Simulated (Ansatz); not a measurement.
Wanted: the native input for an Ansatz 0.2.0 run.

```
Task                : electric field gradients
Functional          : PBE
Potentials or basis : all-electron PAW datasets made for the crystal
Cutoff              : 440 eV (chosen from the basis error)
k mesh              : 7 × 7 × 7
Occupations         : fermi-dirac, width 0.05 eV
Spin                : no spin polarisation
```

Crystal: Al2O3 (Corundum).

```
Al O
1.0
     2.38025    1.37424    4.33187
    -2.38025    1.37424    4.33187
     0.00000   -2.74848    4.33187
Al O
4 6
Direct
  0.85216 0.85216 0.85216
  0.64784 0.64784 0.64784
  0.14784 0.14784 0.14784
  0.35216 0.35216 0.35216
  0.05668 0.75000 0.44332
  0.75000 0.44332 0.05668
  0.44332 0.05668 0.75000
  0.94332 0.25000 0.55668
  0.25000 0.55668 0.94332
  0.55668 0.94332 0.25000
```

The input as run:

input.yaml

```yaml
crystal:
  lattice:
    - [2.38025, 1.3742379782, 4.3318666667]
    - [-2.38025, 1.3742379782, 4.3318666667]
    - [0.0, -2.7484759565, 4.3318666667]
  atoms:
    - { symbol: Al, position: [0.85216, 0.85216, 0.85216] }
    - { symbol: Al, position: [0.64784, 0.64784, 0.64784] }
    - { symbol: Al, position: [0.14784, 0.14784, 0.14784] }
    - { symbol: Al, position: [0.35216, 0.35216, 0.35216] }
    - { symbol: O, position: [0.05668, 0.75, 0.44332] }
    - { symbol: O, position: [0.75, 0.44332, 0.05668] }
    - { symbol: O, position: [0.44332, 0.05668, 0.75] }
    - { symbol: O, position: [0.94332, 0.25, 0.55668] }
    - { symbol: O, position: [0.25, 0.55668, 0.94332] }
    - { symbol: O, position: [0.55668, 0.94332, 0.25] }
kpoints:
  mp_grid: { grid: [7, 7, 7] }
scf:
  occupations: { method: fermi_dirac, width: 0.05 }
hamiltonian:
  xc: pbe
  pseudopotentials: { kind: all_electron, datasets: crystal }
output:
  forces: true
  stress: true
  eigenvalues: true
  efg: {}
  elf: true
  volumetric_format: npy
```

Potentials or basis: all-electron PAW datasets made for the crystal.

Run with:

```console
$ ansatz run input.yaml --threads 8 --pin off --max-ram 24576MiB --backend cpu --events-out ev --progress --plain --runs-dir out
```

It gave:

The pressure is 7.3 GPa, the largest force is 0.029 eV/Å and the band gap on the k mesh is 6.22 eV, direct.

Caveat: an odd mesh through Γ misses points on the zone boundary, where band edges often lie.

Run time: 47 s on 8 threads of AMD EPYC (Zen 3) (shared host), peak memory 1.3 GiB.
